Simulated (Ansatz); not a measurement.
MgO:

```
CELL_PARAMETERS angstrom
0.00000 2.09700 2.09700
2.09700 0.00000 2.09700
2.09700 2.09700 0.00000
ATOMIC_POSITIONS crystal
Mg 0.00000 0.00000 0.00000
O 0.50000 0.50000 0.50000
```

The cell is a database's computed one.

```yaml
Program: Ansatz 0.2.0
Task: relaxation of cell and atoms
Functional: PBE
Potentials_or_basis: all-electron LAPW, scalar-relativistic
Basis_error_allowed: 0.001 eV/atom
k_mesh: 11 × 11 × 11
Occupations: fermi-dirac, width 0.05 eV
Spin: no spin polarisation
```

At the start: volume 9.22 Å³/atom.

**Question.** Where does the relaxation end?

**Answer.** Over 5 steps the energy falls by 8.5 meV/atom and the volume is 9.63 Å³/atom (+4.4 %); space group Fm-3m (No. 225, to 0.05 Å).

Step by step:
| step | energy change (eV) | largest force (eV/Å) | volume (Å³) |
| --- | --- | --- | --- |
| 1 | 0.0000 | 0.0000 | 18.44 |
| 2 | -0.0111 | 0.0000 | 18.77 |
| 3 | -0.0169 | 0.0000 | 19.22 |
| 4 | -0.0170 | 0.0000 | 19.25 |
| 5 | -0.0170 | 0.0000 | 19.25 |

Final structure:
```
CELL_PARAMETERS angstrom
0.00000 2.12718 2.12718
2.12718 0.00000 2.12718
2.12718 2.12718 0.00000
ATOMIC_POSITIONS crystal
Mg 0.00000 0.00000 0.00000
O 0.50000 0.50000 0.50000
```
